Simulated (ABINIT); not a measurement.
**GaAs: single point with LDA**

**What was measured.**

From “Evidence of valence band perturbations in GaAsN/GaAs(001): A combined variable-angle spectroscopic ellipsometry and modulated photoreflectance investigation”, 2008, arxiv:0805.2212, for a bulk crystal of GaAs at 300 K: band gap 1.418 ± 0.005 eV (direct).

Crystal: GaAs.

```
As Ga
1.0
     0.00000    2.82685    2.82685
     2.82685    0.00000    2.82685
     2.82685    2.82685    0.00000
As Ga
1 1
Direct
  0.75000 0.75000 0.75000
  0.00000 0.00000 0.00000
```

```json
{"Program": "ABINIT 10.8.3 (patched build)", "Task": "single point", "Functional": "LDA", "Potentials or basis": "PseudoDojo NC SR LDA v0.4.1 standard", "Cutoff": "980 eV", "k mesh": "6 × 6 × 6", "Occupations": "fermi-dirac, width 0.05 eV", "Spin": "no spin polarisation"}
```

```json
{
 "Band gap on the k mesh": "0.28 eV, direct",
 "Valence electrons inside the program's atomic spheres": "As 12.39; Ga 10.84"
}
```

Levels at points of the mesh, in eV from the valence-band top:
```
           k point  band 10  band 11  band 12  band 13  band 14  band 15  band 16  band 17  band 18
(0.00, 0.00, 0.00)   -14.84   -12.79     0.00     0.00     0.00     0.28     3.69     3.69     3.69
(0.50, 0.00, 0.00)   -14.84   -11.03    -6.70    -1.14    -1.14     0.84     4.60     4.60     7.58
(0.50, 0.50, 0.00)   -14.83   -10.29    -6.88    -2.69    -2.69     1.35     1.56    10.04    10.04
```

Run time: 39 s on 1 thread of Arm Neoverse V1 (shared host), peak memory 0.08 GiB.

Measured gap of GaAs: 1.418 eV (direct; 300 K; “Evidence of valence band perturbations in GaAsN/GaAs(001): A combined variable-angle spectroscopic ellipsometry and modulated photoreflectance investigation”, 2008, arxiv:0805.2212). This calculation gives 0.28 eV (-1.14 eV). So large a miss can be the level of theory's own, or it may mean another phase, state or a wrong row. 3 values of this kind are on record (1.412 to 1.51 eV); this one was drawn at random among those near their median, those with a stated uncertainty first. Spin-orbit coupling on As, Ga is left out. The value is that of LDA, without temperature or zero-point motion. Semilocal functionals fall short of measured gaps as a rule.
